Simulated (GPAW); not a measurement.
# CdSe (Cadmoselite) (P6_3mc) in GPAW: reference runs

Aim: a first look at CdSe (Cadmoselite) with PBE, on the cell as given.

All numbers are computed with GPAW 26.7.0; they aren't measurements. Logs are shortened: lines on timing, memory, paths and dates and some standing lists are left out, and cuts for length are marked. The log counts tension as positive stress, the text compression.

**Measured values to compare with.**

From a printed reference work, data compilation, for a bulk crystal of CdSe at 2 K: band gap 1.841 eV.

The runs below are set against these values where they give the same quantity.

**1. The crystal as given**

The structure is hexagonal, space group P6_3mc (No. 186). Conventional cell: a = 4.300 Å, b = 4.300 Å, c = 7.020 Å, α = 90.00°, β = 90.00°, γ = 120.00°. Cd (site symmetry 3m) has 4 Se at 2.61 to 2.70 Å as nearest neighbours. Around Se (site symmetry 3m) lie 4 Cd at 2.61 to 2.70 Å.

**2. Single point, PBE**

run.py reads:

```python
from ase import Atoms
from ase.dft.bandgap import bandgap
from ase.io import write
from ase.units import Bohr, GPa
from gpaw import GPAW, PW
from gpaw.elf import elf_from_dft_calculation

atoms = Atoms(['Cd', 'Cd', 'Se', 'Se'],
              cell=[[4.3, 0.0, 0.0],
                    [-2.15, 3.7239092363, 0.0],
                    [0.0, 0.0, 7.02]],
              scaled_positions=[[0.6666666667, 0.3333333333, 0.5],
                                [0.3333333333, 0.6666666667, 0.0],
                                [0.6666666667, 0.3333333333, 0.885],
                                [0.3333333333, 0.6666666667, 0.385]],
              pbc=True)

calc = GPAW(mode=PW(600),
            xc='PBE',
            kpts={'size': (7, 7, 4), 'gamma': True},
            occupations={'name': 'fermi-dirac', 'width': 0.05},
            nbands=31,
            convergence={'density': 1e-05, 'energy': 1e-05},
            maxiter=150,
            txt='gpaw.txt')
atoms.calc = calc
energy = atoms.get_potential_energy()
forces = atoms.get_forces()
stress = atoms.get_stress()
calc.write('gs.gpw')
write('result.traj', atoms)
print(f'Energy: {energy:.6f} eV')
print('Forces (eV/A):')
print(forces.round(4))
print('Stress (GPa):', (stress / GPa).round(3))
print('Fermi level:', round(calc.get_fermi_level(), 4), 'eV')
print(f'Gap: {bandgap(calc)[0]:.4f} eV, direct: {bandgap(calc, direct=True)[0]:.4f} eV')

# fields on the real-space grid
write('density.cube', atoms, data=calc.get_pseudo_density() * Bohr**3)
write('potential.cube', atoms, data=calc.get_electrostatic_potential())
write('elf.cube', atoms, data=elf_from_dft_calculation(calc).data)
```

Potentials or basis: GPAW PAW data sets (gpaw-data 1.2.1), pw.

The run is started by

```sh
$ OMP_NUM_THREADS=1 python run.py
```

gpaw.txt:

```text
__  _  _
 | _ |_)|_||  |
 |__||  | ||/\| - 26.7.0

Input parameters:
  mode=PW(ecut=600.0),
  convergence={'density': 1e-05, 'energy': 1e-05},
  kpts=MonkhorstPack(size=(7, 7, 4), gamma=True),
  maxiter=150,
  nbands=31,
  occupations=Occupations(name='fermi-dirac', width=0.05),
  xc=XC(name='PBE')

Diagonalizing LCAO Hamiltonian
Converting LCAO to pw mode

            Se

        Se  Cd

        Cd

Atoms  # Å, Bohr magnetons
|   | symbol |         x |        y |        z |    initial magnetic moments |
|---|--------|-----------|----------|----------|-----------------------------|
| 0 |     Cd |  2.150000 | 1.241303 | 3.510000 | ( 0.0000,  0.0000,  0.0000) |
| 1 |     Cd | -0.000000 | 2.482606 | 0.000000 | ( 0.0000,  0.0000,  0.0000) |
| 2 |     Se |  2.150000 | 1.241303 | 6.212700 | ( 0.0000,  0.0000,  0.0000) |
| 3 |     Se | -0.000000 | 2.482606 | 2.702700 | ( 0.0000,  0.0000,  0.0000) |

Unit cell  # Å
| periodic |         x |        y |        z |  lengths |     angles |
|----------|-----------|----------|----------|----------|------------|
|      yes |  4.300000 | 0.000000 | 0.000000 | 4.300000 |  90.000000 |
|      yes | -2.150000 | 3.723909 | 0.000000 | 4.300000 |  90.000000 |
|      yes |  0.000000 | 0.000000 | 7.020000 | 7.020000 | 120.000000 |

Number of symmetries: 6
Symmetry operations  # r_c * U_cc + t_c -> r_c
|   | kind |            matrix            |
|---|------|------------------------------|
| 0 |  σ   |  1, 1, 0,  0,-1, 0,  0, 0, 1 |
| 1 |  E   |  1, 0, 0,  0, 1, 0,  0, 0, 1 |
| 2 |  C3  |  0, 1, 0, -1,-1, 0,  0, 0, 1 |
| 3 |  σ   |  0,-1, 0, -1, 0, 0,  0, 0, 1 |
| 4 |  σ   | -1, 0, 0,  1, 1, 0,  0, 0, 1 |
| 5 |  C3  | -1,-1, 0,  1, 0, 0,  0, 0, 1 |

BZ-sampling:
  Number of BZ points: 196
  Number of IBZ points: 28

  Monkhorst-Pack size: [7, 7, 4]
  Monkhorst-Pack shift: [0.0, 0.0, 0.125]

K-points  # in reciprocal-cell coordinates
|     |                                coordinates |     weight |
|-----|--------------------------------------------|------------|
|   0 | (  0.00000000,   0.00000000,   0.00000000) | 0.00510204 |
|   1 | (  0.00000000,   0.00000000,   0.25000000) | 0.01020408 |
|   2 | (  0.00000000,   0.00000000,   0.50000000) | 0.00510204 |
|   3 | (  0.14285714,   0.00000000,  -0.25000000) | 0.03061224 |
|   4 | (  0.14285714,   0.00000000,   0.00000000) | 0.03061224 |
|   5 | (  0.14285714,   0.00000000,   0.25000000) | 0.03061224 |
|   6 | (  0.14285714,   0.00000000,   0.50000000) | 0.03061224 |
|   7 | (  0.28571429,  -0.14285714,   0.00000000) | 0.03061224 |
|   8 | (  0.28571429,  -0.14285714,   0.25000000) | 0.06122449 |
|   9 | (  0.28571429,  -0.14285714,   0.50000000) | 0.03061224 |
| ... |                                            |            |
|  27 | (  0.42857143,   0.42857143,   0.50000000) | 0.03061224 |

Plane wave coefficients: 3791
Cutoff: 600.0 eV

Spin-components: 1 (collinear spins)
Bands:           31
Projectors:      22
Spin-degeneracy: 2
Datatype:        complex128

Density:
  Valence electrons: 36.0
  Components: 1
  Grid points: [25 25 40]
  Charge: 0.0  # |e|

Potential:
  Grid points: [25 25 40]

species:
  Cd:
    name:    Cadmium
    Z:       48.0
    valence: 12
    core:    36
    charge:  0.0  # [|e|]
    compensation charges:
      type: gauss
      rc: 0.38  # [Å]
      lmax: 2
    cutoffs:
      filter: 2.12  # [Å]
      core: 2.62  # [Å]
    projectors
    | kind |    occ | energy [eV] | rcut [Å] |
    |------|--------|-------------|----------|
    |   5s |  2.000 |      -5.655 |    1.191 |
    |   5p |  0.000 |      -1.186 |    1.228 |
    |   4d | 10.000 |     -11.739 |    1.164 |
    |    s |        |      21.556 |    1.191 |
    |    p |        |      26.026 |    1.228 |
    |    d |        |      15.473 |    1.164 |

    Using partial waves for Cd as LCAO basis

  Se:
    name:    Selenium
    Z:       34.0
    valence: 6
    core:    28
    charge:  0.0  # [|e|]
    compensation charges:
      type: gauss
      rc: 0.27  # [Å]
      lmax: 2
    cutoffs:
      filter: 1.77  # [Å]
      core: 2.67  # [Å]
    projectors
    | kind |    occ | energy [eV] | rcut [Å] |
    |------|--------|-------------|----------|
    |   4s |  2.000 |     -17.277 |    0.847 |
    |   4p |  4.000 |      -6.512 |    1.005 |
    |    s |        |       9.935 |    0.847 |
    |    p |        |      20.699 |    1.005 |
    |    d |        |       0.000 |    0.847 |

    Using partial waves for Se as LCAO basis

Reference energy: -436553.300934  # eV

eigensolver:
  PPCG
  Converge bands: occupied
  niter=2

density mixing:
  MSR1-Mixer
  Pratt-step length: 0.05
  Maximum mixing coefficient: 0.75
  Old densities: 10
  SVD Regularization: 0.005
  Good broyden scale: 1.0
  Trust region scale: 1.0
  Backstep threshold: 4.0
  History deletion threshold: 6.0
  Fourier metric: weight=20.0, sigma=0.015

occupation numbers:
  Fermi-Dirac:
    width: 0.0500  # eV

poisson solver:
  ecut: 4800.0  # eV

xc functional:
  name: PBE with 2 nearest neighbor stencil

convergence criteria:
- Maximum integral of absolute [dens]ity change: 1e-05 electrons / valence electron
- Maximum [total energy] change in last 3 cyles: 1e-05 eV / valence electron
- Maximum integral of absolute [eigenst]ate change: 4e-08 eV^2 / valence electron
maximum number of iterations: 150

SCF iterations
|iter     | |      energy | eigst |  dens |
|---------|-|-------------|-------|-------|
|iter:   1| |  -12.014333 | -0.56 |       |
|iter:   2| |  -11.862597 | -2.49 | -1.17 |
|iter:   3| |  -11.317106 | -1.51 | -1.22 |
|iter:   4| |  -11.314880 | -3.30 | -1.79 |
|iter:   5| |  -11.314286 | -3.75 | -2.24 |
|iter:   6| |  -11.314356 | -5.16 | -2.94 |
|iter:   7| |  -11.314364c| -6.49 | -3.52 |
|iter:   8| |  -11.314364c| -7.37 | -4.42 |
|iter:   9| |  -11.314364c| -7.69c| -4.72 |
|iter:  10| |  -11.314364c| -8.07c| -5.21c|

Converged in 10 steps
Energy contributions relative to reference atoms: (reference = -436553.300934)

Energy contributions:
  Kinetic:          41.151794
  Coulomb:         -37.045129
  Zero:              0.100876
  External:          0.000000
  Xc:              -15.521896
  Entropy:          -0.000016
  Spinorbit:         0.000000
  ----------------------------
  Free energy:     -11.314372
  Extrapolated:    -11.314364

dipole moment: (0.000004, 0.000011, -18.328887)  # |e|*Ang

Fermi level: 4.010
Eigenvalues  # (at kpt = [0.000, 0.000, 0.000])
| band index |      eig [eV] | occ [0-2] |
|------------|---------------|-----------|
|          0 |        -8.968 |     2.000 |
|        ... |               |           |
|         10 |        -3.835 |     2.000 |
|         11 |        -3.553 |     2.000 |
|         12 |        -0.620 |     2.000 |
|         13 |         2.906 |     2.000 |
|         14 |         2.906 |     2.000 |
|         15 |         3.617 |     1.999 |
[... 8 lines left out ...]
|         24 |        10.604 |     0.000 |
|         25 |        11.330 |     0.000 |
|        ... |               |           |
|         30 |        14.636 |     0.000 |

Gap: 0.696 eV
Transition (v -> c):
  (s=0, k=0, n=17, [0.00, 0.00, 0.00]) -> (s=0, k=0, n=18, [0.00, 0.00, 0.00])
No difference between direct/indirect transitions

Forces  # eV/Ang
|        x |       y |        z |
|----------|---------|----------|
| -0.00000 | 0.00000 |  0.28092 |  # Cd   0
|  0.00000 | 0.00000 |  0.28137 |  # Cd   1
|  0.00000 | 0.00000 | -0.28102 |  # Se   2
|  0.00000 | 0.00000 | -0.28127 |  # Se   3

Stress tensor  # eV/Ang^3
|         x |         y |         z |
|-----------|-----------|-----------|
| -0.021586 | -0.000000 | -0.000000 |
| -0.000000 | -0.021586 |  0.000000 |
| -0.000000 |  0.000000 | -0.009121 |

# Writing to gs.gpw (mode='')
```

Wall time 57 s (1 thread of Arm Neoverse V1, shared host); peak memory 0.24 GiB.

What came out:

```yaml
Free_energy: -11.3144 eV
Pressure: 2.8 GPa
Largest_force: 0.281 eV/Å
Band_gap_on_the_k_mesh: 0.70 eV, direct
```

Forces in eV/Å, atoms in the order of the input:
```
Cd   0.000  0.000  0.281
Cd   0.000  0.000  0.281
Se   0.000  0.000 -0.281
Se   0.000  0.000 -0.281
```

Levels at points of the mesh, in eV from the valence-band top:
```csv
k point,band 14,band 15,band 16,band 17,band 18,band 19,band 20,band 21,band 22,band 23
"(0.00, 0.00, 0.00)",-0.72,-0.72,-0.01,0.00,0.00,0.70,2.11,5.86,5.86,6.11
"(0.00, 0.00, 0.50)",-2.57,-0.38,-0.38,-0.38,-0.38,2.33,2.33,5.81,5.81,6.24
```

**3. Against experiment**

Step 2. A measured gap of CdSe is 1.841 eV (2 K; a printed reference work, data compilation); the calculated 0.70 eV misses it by -1.14 eV. So large a miss can be the level of theory's own, or it may mean another phase, state or a wrong row. Spin-orbit coupling on Cd, Se is left out. The value is that of PBE, without temperature or zero-point motion. Semilocal functionals fall short of measured gaps as a rule.
